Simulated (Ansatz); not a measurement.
## Fe3Ge: relaxation of cell and atoms with PBEsol+D3(BJ)-ATM

Crystal: Fe3Ge.

```
Ge Fe
1.0
     0.00000    2.87559    2.87559
     2.87559    0.00000    2.87559
     2.87559    2.87559    0.00000
Ge Fe
1 3
Cartesian
  0.0000 0.0000 0.0000
  4.3134 4.3134 4.3134
  1.4378 1.4378 1.4378
  2.8756 2.8756 2.8756
```

The cell comes from a database or a generator and needn't be the stable form of this composition.

```json
{"Program": "Ansatz 0.2.0", "Task": "relaxation of cell and atoms", "Functional": "PBEsol", "Dispersion": "D3(BJ)-ATM", "Potentials or basis": "Ansatz PAW", "Cutoff": "420 eV (not typed: the program's choice for these potentials)", "k mesh": "8 × 8 × 8", "Occupations": "fermi-dirac, width 0.05 eV", "Spin": "collinear spin, ferromagnetic start", "Starting moments": "[0.0, 3.0, 3.0, 3.0] μB"}
```

```yaml
Relaxed_volume: 10.95 Å³/atom
Relaxed_cell: a = 3.956 Å, b = 3.956 Å, c = 3.956 Å, α = 60.00°, β = 60.00°, γ = 60.00°
Space_group_after_relaxing_to_0.05_Å: Fm-3m (No. 225)
Energy_gained_by_relaxing: 51.0 meV/atom
Ionic_steps: 6
Pressure_after_relaxing: 0.0 GPa
Band_gap_on_the_k_mesh: none (metal or under the smearing width)
Net_moment: 4.99 μB per cell
Absolute_moment: 5.30 μB per cell
Site_moments: Ge -0.04; Fe +1.28, +2.51 μB
```

Step by step:
| step | energy change (eV) | largest force (eV/Å) | volume (Å³) |
| --- | --- | --- | --- |
| 1 | 0.0000 | 0.0000 | 47.56 |
| 2 | -0.1801 | 0.0000 | 45.02 |
| 3 | -0.2022 | 0.0000 | 43.31 |
| 4 | -0.2058 | 0.0000 | 43.76 |
| 5 | -0.2058 | 0.0000 | 43.78 |
| 6 | -0.2039 | 0.0000 | 43.78 |

Final structure:
```cif
data_structure
_symmetry_space_group_name_H-M 'P 1'
_symmetry_Int_Tables_number 1
_cell_length_a 3.9562
_cell_length_b 3.9562
_cell_length_c 3.9562
_cell_angle_alpha 60.000
_cell_angle_beta 60.000
_cell_angle_gamma 60.000
_cell_volume 43.78
loop_
_atom_site_label
_atom_site_type_symbol
_atom_site_fract_x
_atom_site_fract_y
_atom_site_fract_z
_atom_site_occupancy
Ge1 Ge 0.00000 0.00000 0.00000 1
Fe1 Fe 0.75000 0.75000 0.75000 1
Fe2 Fe 0.25000 0.25000 0.25000 1
Fe3 Fe 0.50000 0.50000 0.50000 1
```

Levels at points of the mesh, in eV from the Fermi level:
Spin up:
```csv
k point,band 31,band 32,band 33,band 34,band 35,band 36
"(0.00, 0.00, 0.00)",-0.58,-0.26,-0.26,2.76,4.32,4.32
"(0.00, 0.00, -0.50)",-1.31,-0.74,-0.74,-0.40,3.74,3.74
"(0.00, -0.50, -0.50)",-1.02,-0.75,-0.34,-0.34,-0.30,0.22
```
Spin down:
| k point | band 27 | band 28 | band 29 | band 30 | band 31 | band 32 |
| --- | --- | --- | --- | --- | --- | --- |
| (0.00, 0.00, 0.00) | 0.61 | 0.61 | 0.61 | 1.33 | 1.33 | 1.35 |
| (0.00, 0.00, -0.50) | -0.71 | -0.56 | -0.56 | 0.95 | 0.95 | 1.21 |
| (0.00, -0.50, -0.50) | -0.55 | -0.55 | -0.12 | 0.42 | 0.83 | 1.03 |

It took 28 s on 2 threads of Intel(R) Xeon(R) Platinum 8259CL CPU @ 2.50GHz (Skylake/Cascade Lake), on a shared host, peak memory 0.5 GiB.

Caveat: the plane-wave basis is chosen anew once the cell has moved, so the energies of steps on either side of that aren't comparable; pairwise dispersion overbinds metals, which lowers pressure and volume; the PAW data sets come from PBE, with cores solved anew for the run's functional, which leaves a small shift of forces and pressure.
